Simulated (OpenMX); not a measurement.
**BN under changes of volume**

One of the cells (5.959 Å³/atom); the others are scaled copies at fixed shape and fractional positions:

```
N B
1.0
     0.00000    1.81300    1.81300
     1.81300    0.00000    1.81300
     1.81300    1.81300    0.00000
N B
1 1
Direct
  0.25000 0.25000 0.25000
  0.00000 0.00000 0.00000
```

The cell is a database's computed one.

```yaml
Program: OpenMX 3.8.5
Functional: PBE
Potentials_or_basis: OpenMX 2013 PBE set, N6.0-s2p2, B7.0-s2p2, fixed grid of 25 × 25 × 25 points
k_mesh: 13 × 13 × 13
Occupations: fermi-dirac, width 0.05 eV
Spin: no spin polarisation
```

```tsv
volume (Å³/atom)	energy over the lowest point (meV/atom)	gap on the mesh (eV)
5.602	40.88	7.08
5.721	?	?
5.840	8.21	6.90
5.959	1.34	6.82
6.078	0.00	6.74
6.198	3.75	6.66
6.317	12.18	6.59
```

Question: What does the run at 5.721 Å³/atom give?

Answer: Energy over the lowest point 21.21 meV/atom; gap on the mesh 6.99 eV.

Worked out: A Birch-Murnaghan fit of order 3 (a polynomial in V^(-2/3)) to the other rows has its minimum at 6.05 Å³/atom with B0 = V·E''(V) = 355 GPa and B' = 3.6. It gives 21.21 meV/atom at 5.721 Å³/atom, against the run's 21.21. A straight line through the other rows of the gap, of slope -4.08 eV per unit of ln V, gives 6.99 eV, against the run's 6.99.

Energies are extrapolated to zero smearing.

Caveats: an odd mesh through Γ misses points on the zone boundary, where band edges often lie; the basis of atomic orbitals isn't converged, which shifts pressures, moduli and gaps.
